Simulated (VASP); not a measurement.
A run of VASP 6.6.1 is set up as follows.

INCAR

```
SYSTEM = Fe
  PREC = Accurate
  ENCUT = 520
  EDIFF = 1E-7
  ISMEAR = 0
  SIGMA = 0.1
  LREAL = .False.
  LASPH = .True.
  NELM = 100
  ALGO = Normal
  ISIF = 4
  LWAVE = .False.
  LCHARG = .False.
  ISPIN = 2
  MAGMOM = 2.5 -2.5
  LORBIT = 11
  LMAXMIX = 4
  GGA = PE
  IBRION = 2
  NSW = 80
  EDIFFG = -0.002
```

Contents of KPOINTS:

```
Automatic mesh
0
Gamma
  18 18 10
  0 0 0
```

The input POSCAR:

```
Fe                                      
1.0
   -1.2094149984      1.2094149984      1.7102460142
    1.2094149984     -1.2094149984      1.7102460142
    2.6028988870      2.6028988870      0.0000000000
  Fe            
     2
Direct
     0.0000000000000000    0.0000000000000000    0.0000000000000000
     0.5000000000000000    0.5000000000000000    0.5000000000000000
```

Potentials or basis: VASP PAW PBE potentials, release 64 (Fe).

Launch:

```sh
$ cat potpaw_PBE.64/Fe/POTCAR > POTCAR
$ mpirun -np 1 vasp_std > vasp.out
```

**Question.** What does it give for the site moments?

**Answer.** Fe +1.58, -1.58 μB.

**Question.** What does it give for the net moment?

**Answer.** 0.00 μB per cell.

**Question.** Predict the band gap on the k mesh.

**Answer.** None (metal or under the smearing width).

Final structure:
```
CELL_PARAMETERS angstrom
-1.20941 1.20941 1.71025
1.20941 -1.20941 1.71025
2.60290 2.60290 0.00000
ATOMIC_POSITIONS crystal
Fe 0.00000 0.00000 0.00000
Fe 0.50000 0.50000 0.50000
```

Caveat: the relaxation stopped at its first step, so nothing moved.
